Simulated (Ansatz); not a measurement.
SnO (space group Pmn2_1) relaxed with several functionals in Ansatz (plane waves to 420 eV, scalar-relativistic PAW, no spin-orbit coupling, symmetry kept). The database cell has 20.09 Å³/atom; its temperature or method isn't stated, so the comparison with it is no error of the functional. No moments.

| functional | conventional cell | V (Å³/atom) | against the database cell (%) | gap on mesh (eV) | largest moment (μB) |
| --- | --- | --- | --- | --- | --- |
| PBE+D3(BJ) | a = 3.346 Å, b = 5.712 Å, c = 3.921 Å, α = 90.00°, β = 90.00°, γ = 90.00° | 18.73 | -6.8 | 1.31 | 0.00 |
| LDA | a = 3.292 Å, b = 5.676 Å, c = 3.710 Å, α = 90.00°, β = 90.00°, γ = 90.00° | 17.33 | -13.7 | 1.19 | 0.00 |

This form isn't the usual stable structure of the compound.